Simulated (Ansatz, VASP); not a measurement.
## One calculation of TaN, two programs

```
Ta N
1.0
     2.95850    0.00000    0.00000
    -1.47925    2.56214    0.00000
     0.00000    0.00000    4.94000
Ta N
2 2
Direct
  0.33333 0.66667 0.00000
  0.66667 0.33333 0.50000
  0.33333 0.66667 0.38500
  0.66667 0.33333 0.88500
```

Change from the starting cell: equal xx and yy strain of -3 %, PAW files.

Alike in both runs: task electric field gradients; functional PBEsol; k mesh 9 × 9 × 5; occupations fermi-dirac, width 0.01 eV; no spin polarisation.

|  | VASP | Ansatz |
| --- | --- | --- |
| version | VASP 6.6.1 | Ansatz 0.2.0 |
| potentials or method | VASP PAW PBE potentials, release 64 (Ta_pv, N) | PAW with Ansatz's default frozen-core files, scalar-relativistic |
| plane-wave cutoff (eV) | 520 | 420 |
| valence electrons in the cell | 32 | 36 |

Ansatz gave:

```
pressure (GPa)                                                 : 176.3
largest component of the traceless stress (GPa)                : 34.72
rms of the force components (eV/Å)                             : 2.430
Vzz of the field gradient on the site that differs most (V/Å²) : 10.4
```

Problem. Which values does VASP return?

Solution. Pressure (GPa): 180.8; largest component of the traceless stress (GPa): 35.68; rms of the force components (eV/Å): 2.467; Vzz of the field gradient on the site that differs most (V/Å²): 11.3.

Atom by atom the forces differ by 0.036 eV/Å (rms over components). The two sets of potentials don't hold the same shells in valence. Ansatz warned: «gradients_without_spin_orbit».

Caveats: the cell as given lies far from equilibrium; so large a pressure means that the cell lies far from this level's equilibrium, or that cutoff or potentials fall short (VASP); the potentials were made for another functional, which shifts forces and pressure (VASP). The runs have no spin-orbit coupling, so splittings on Ta are missing.
